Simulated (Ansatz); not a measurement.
# Ga17N15: the cost of one run

Method: DFT PBE, scalar-relativistic, plane waves, PAW, in Ansatz 0.2.0.

2 further runs of the same task are left out: 2 set aside as unsound or not needed.

### Step 1. The starting structure

Symmetry: F-43m, No. 216, cubic system. The conventional cell has a = 4.548 Å, b = 4.548 Å, c = 4.548 Å, α = 90.00°, β = 90.00°, γ = 90.00°. Ga (site symmetry -43m) is surrounded by 4 N at 1.97 Å. Around N (site symmetry -43m) lie 4 Ga at 1.97 Å.

Coordinates:

```cif
data_structure
_symmetry_space_group_name_H-M 'P 1'
_symmetry_Int_Tables_number 1
_cell_length_a 3.2163
_cell_length_b 3.2163
_cell_length_c 3.2163
_cell_angle_alpha 60.000
_cell_angle_beta 60.000
_cell_angle_gamma 60.000
_cell_volume 23.53
loop_
_atom_site_label
_atom_site_type_symbol
_atom_site_fract_x
_atom_site_fract_y
_atom_site_fract_z
_atom_site_occupancy
Ga1 Ga 0.00000 0.00000 0.00000 1
N1 N 0.75000 0.75000 0.75000 1
```

It goes back to an entry of the Materials Project.

It is the result of an earlier relaxation at this level (volume 11.76 Å³/atom; gap on the mesh: 1.54 eV).

The host's static dielectric tensor, from an earlier linear-response run, has a mean of 11.00.

The perfect supercell (rows 1 1 1; 1 -3 1; 1 1 -3 in vectors of this cell) was computed beforehand with the same settings: E(σ→0) = -66686.5566 eV for 32 atoms, gap 3.55 eV on its own mesh.

### Step 2. The defect cell

The atom at (0.750, 0.000, 0.000) of the supercell is replaced. The other atoms start on their ideal sites. Its neighbours are 4 Ga at 1.97 Å.

### Step 3. Relaxing the defect, charge 0

Contents of input.yaml:

```yaml
crystal:
  lattice:
    - [4.5484769875, 4.5484769875, 4.5484769875]
    - [-4.5484769875, 4.5484769875, -4.5484769875]
    - [-4.5484769875, -4.5484769875, 4.5484769875]
  atoms:
    - { symbol: Ga, position: [0.5, 0.75, 0.75] }
    - { symbol: Ga, position: [0.5, 0.5, 0.0] }
    - { symbol: Ga, position: [0.75, 0.5, 0.75] }
    - { symbol: Ga, position: [0.5, 0.25, 0.25] }
    - { symbol: Ga, position: [0.75, 0.25, 0.0] }
    - { symbol: Ga, position: [0.0, 0.25, 0.75] }
    - { symbol: Ga, position: [0.5, 0.0, 0.5] }
    - { symbol: Ga, position: [0.75, 0.0, 0.25] }
    - { symbol: Ga, position: [0.0, 0.0, 0.0] }
    - { symbol: Ga, position: [0.25, 0.0, 0.75] }
    - { symbol: Ga, position: [0.75, 0.75, 0.5] }
    - { symbol: Ga, position: [0.0, 0.75, 0.25] }
    - { symbol: Ga, position: [0.25, 0.75, 0.0] }
    - { symbol: Ga, position: [0.0, 0.5, 0.5] }
    - { symbol: Ga, position: [0.25, 0.5, 0.25] }
    - { symbol: Ga, position: [0.25, 0.25, 0.5] }
    - { symbol: Ga, position: [0.75, 0.0, 0.0] }
    - { symbol: "N", position: [0.75, 0.75, 0.25] }
    - { symbol: "N", position: [0.0, 0.75, 0.0] }
    - { symbol: "N", position: [0.75, 0.5, 0.5] }
    - { symbol: "N", position: [0.0, 0.5, 0.25] }
    - { symbol: "N", position: [0.25, 0.5, 0.0] }
    - { symbol: "N", position: [0.75, 0.25, 0.75] }
    - { symbol: "N", position: [0.0, 0.25, 0.5] }
    - { symbol: "N", position: [0.25, 0.25, 0.25] }
    - { symbol: "N", position: [0.5, 0.25, 0.0] }
    - { symbol: "N", position: [0.0, 0.0, 0.75] }
    - { symbol: "N", position: [0.25, 0.0, 0.5] }
    - { symbol: "N", position: [0.5, 0.0, 0.25] }
    - { symbol: "N", position: [0.25, 0.75, 0.75] }
    - { symbol: "N", position: [0.5, 0.75, 0.5] }
    - { symbol: "N", position: [0.5, 0.5, 0.75] }
  host:
    lattice:
      - [0.0, 2.2742384937, 2.2742384937]
      - [2.2742384937, 0.0, 2.2742384937]
      - [2.2742384937, 2.2742384937, 0.0]
    atoms:
      - { symbol: Ga, position: [0.0, 0.0, 0.0] }
      - { symbol: "N", position: [0.75, 0.75, 0.75] }
basis:
  ecutwfc: 420
  xc_grid: 2
kpoints:
  mp_grid: { grid: [2, 2, 2], shift: [0.5, 0.5, 0.5] }
hamiltonian:
  xc: pbe
scf:
  occupations: { method: gaussian, width: 0.01 }
output:
  forces: true
  stress: false
  eigenvalues: true
  charged_corrections:
    defect_position: [0.75, 0.0, 0.0]
    epsilon: [[10.9988, 0.0, 0.0], [0.0, 10.9988, 0.0], [0.0, 0.0, 10.9988]]
relax:
  adjacent_minimum: "off"
  f_tol: 0.025
  max_steps: 45
```

Started as:

```bash
ansatz run input.yaml --threads 4 --pin off --max-ram 6144MiB --backend cpu --events-out ev --progress --plain --runs-dir out
```

What time and memory should one allow on 4 threads of an x86-64 CPU, shared host?

About 17 s, with a peak of 1 GiB.
